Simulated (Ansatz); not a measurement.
Runs of Ansatz 0.2.0 on SnO2. It takes space group Imma (No. 74, orthorhombic). Conventional cell: a = 6.498 Å, b = 6.829 Å, c = 6.828 Å, α = 90.00°, β = 90.00°, γ = 90.00°. Around Sn (site symmetry 2/m) lie 6 O at 2.09 Å. Sn (site symmetry mm2) has 6 O at 2.09 to 2.10 Å as nearest neighbours. O (site symmetry m) is surrounded by 3 Sn at 2.09 to 2.10 Å. O (site symmetry m) has 3 Sn at 2.09 Å as nearest neighbours. The cell is a database's computed one.

```tsv
task	level	cell	k mesh	points for each segment of the path	gap on the mesh (eV)	pressure (GPa)	relaxed volume (Å³/atom)	largest force (eV/Å)
band structure	LDA	as given	5 × 5 × 5	10	0.48	-11.5	-	(c)
band structure	PBEsol	as given	6 × 6 × 6	10	0.53	-6.6	-	0.10
band structure	PBE	as given	5 × 5 × 5	10	0.63	-0.8	-	0.06
band structure	PBEsol	as given	5 × 5 × 5	10	0.53	-6.6	-	0.10
relaxation of cell and atoms	revPBE	relaxed	6 × 6 × 6	-	0.58	0.0	12.80	-
band structure	BLYP	as given	6 × 6 × 6	10	0.65	(a)	-	0.06
relaxation of cell and atoms	revPBE+D4	relaxed	6 × 6 × 6	-	0.96	0.0	12.29	-
band structure	revPBE	as given	5 × 5 × 5	10	0.69	(b)	-	0.06
```

Alike in all rows: potentials or basis Ansatz PAW; no spin polarisation; cutoff (eV) 420; smearing fermi-dirac 0.05 eV.

Estimate the missing entries.

(a) 4.3; (b) 2.0; (c) 0.15.

Caveats: spin-orbit coupling is left out, which moves the levels of the heavy elements; the PAW data sets come from PBE, with cores solved anew for the run's functional, which leaves a small shift of forces and pressure (some runs); the potentials were made for another functional, which shifts forces and pressure (some runs); the plane-wave basis is chosen anew once the cell has moved, so the energies of steps on either side of that aren't comparable (some runs).

A k mesh can miss the band edges, and the runs leave out spin-orbit coupling on Sn.

Not every run made on this cell is shown here.
